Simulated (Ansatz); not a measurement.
## Rh: the change of energy above lowest point and pressure with volume per atom

Equation of state of a cubic crystal from periodic Kohn-Sham density functional theory without spin; pressure corrected for the finite basis. The results are calculated, by Ansatz 0.2.0 development build.

Cell of the first row (space group Im-3m, No. 229):
```
cell vectors (Å)
  -1.5041     1.5041     1.5041
   1.5041    -1.5041     1.5041
   1.5041     1.5041    -1.5041
atoms (fractions of the cell vectors)
Rh  0.00000  0.00000  0.00000
```

Settings of every row: formula Rh; structure type bcc; functional PBE; spin treatment none; k mesh 17x17x17; occupation method fermi-dirac; occupation width 0.061225619 eV; wave cutoff 420 eV; datasets soft-1 PAW; density cutoff ratio 4.

Limits: a cubic model structure, not a phase known at ambient conditions; modest k-mesh, values are not fully converged in k; no spin polarisation, a magnetic state may lie lower.

| row | volume per atom (Å³) | energy above lowest point (meV/atom) | pressure (GPa) |
| --- | --- | --- | --- |
| 1 | 13.61 | 42.47 | 16.775 |
| 2 | 13.9 | 17.98 | 10.457 |
| 3 | 14.189 | 4.22 | 4.866 |
| 4 | 14.479 | 0 | -0.083 |
| 5 | 14.768 | 4.18 | -4.459 |
| 6 | 15.058 | ? | ? |
| 7 | 15.348 | 33.99 | -11.733 |

Question: what energy above lowest point and pressure should row 6 give?

Worked fit of energy above lowest point. Take u = (V_r/V)^(2/3) − 1 with V_r = 14.334 Å³ an atom, which is twice the finite (Eulerian) strain; such expansions in the strain, on which the Birch-Murnaghan equation of state is built, carry the rest volume and the bulk modulus. The shown rows have u = 0.03516, 0.02071, 0.0068, -0.00669, -0.01969, -0.04454. Least squares give energy above lowest point = 1.004 + 310.91 × u + 24221.9 × u² + 13757 × u³ meV/atom; a parabola predicts inner rows, each left out in turn, worse (root mean square 0.28 against 0.04 meV/atom). The rows lie off it by -0.01, 0.03, -0.02, 0.00, 0.01, 0.00. Its lowest point lies at u = -0.0065, or V = 14.47 Å³ an atom, and the curvature there gives the bulk modulus at fixed shape and fractions, B = (4/9)(1 + u)² E″(u)/V = 233 GPa. The withheld row has u = -0.03232, so the fit gives 1.004 + 310.91 × (-0.03232) + 24221.9 × (-0.03232)² + 13757 × (-0.03232)³ = 15.79 meV/atom.

The calculation gave 15.81 meV/atom. The fit lies 0.02 meV/atom (0.047 % of the column's range) below it; its largest miss of a shown row is 0.03 meV/atom.

Worked fit of pressure. Take u = (V_r/V)^(2/3) − 1 with V_r = 14.334 Å³ an atom, which is twice the finite (Eulerian) strain; such expansions in the strain, on which the Birch-Murnaghan equation of state is built, carry the rest volume and the bulk modulus. The shown rows have u = 0.03516, 0.02071, 0.0068, -0.00669, -0.01969, -0.04454. Least squares give pressure = 2.3162 + 367.461 × u + 1211.17 × u² + 967 × u³ GPa; a parabola predicts inner rows, each left out in turn, worse (root mean square 0.02 against 0.0077 GPa). The rows lie off it by 0.000, 0.003, -0.005, 0.005, -0.002, 0.000 (root mean square 0.0032 GPa). The pressure vanishes at u = -0.0064, or V = 14.47 Å³ an atom, and there the bulk modulus at fixed shape and fractions is B = −V dP/dV = (2/3)(1 + u) dP/du = 233 GPa. The withheld row has u = -0.03232, so the fit gives 2.3162 + 367.461 × (-0.03232) + 1211.17 × (-0.03232)² + 967 × (-0.03232)³ = -8.328 GPa.

The calculation gave -8.324 GPa. The fit lies 0.004 GPa (0.014 % of the column's range) below it; its largest miss of a shown row is 0.005 GPa.
